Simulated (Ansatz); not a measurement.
CoPt (L1₀ or tetragonal B2, P4/mmm) under volume change, plane-wave PAW r²SCAN (Ansatz code), shape and atoms relaxed at each volume.

```json
[
 {"V (Å³/atom)": "12.151", "E − E(relaxed) (meV/atom)": "93.1", "P (GPa)": "27.28"},
 {"V (Å³/atom)": "12.551", "E − E(relaxed) (meV/atom)": "38.8", "P (GPa)": "16.48"},
 {"V (Å³/atom)": "12.952", "E − E(relaxed) (meV/atom)": "9.2", "P (GPa)": "7.55"},
 {"V (Å³/atom)": "13.353", "E − E(relaxed) (meV/atom)": "0.0", "P (GPa)": "0.00"},
 {"V (Å³/atom)": "13.753", "E − E(relaxed) (meV/atom)": "8.1", "P (GPa)": "-6.31"},
 {"V (Å³/atom)": "14.154", "E − E(relaxed) (meV/atom)": "30.6", "P (GPa)": "-11.50"},
 {"V (Å³/atom)": "14.554", "E − E(relaxed) (meV/atom)": "64.8", "P (GPa)": "-15.70"}
]
```

Q: What does a third-order Birch–Murnaghan fit give for V₀, B₀ and B′?

A: V₀ = 13.35 Å³/atom, B₀ = 228 GPa, B′ = 5.1.

Symmetry was held in the r²SCAN relaxation. The final state is ferromagnetic, chosen from 5 collinear starts compared on coarse meshes (ties went to the first, and starts can fall back to one state), not a proven ground state. Textbook magnetic order: ferromagnetic. Other orbital occupations within this spin state were not tried. Scalar-relativistic: spin–orbit coupling is off unless named, which matters more the heavier the elements.

Potentials: the earlier of the program's two PAW sets.
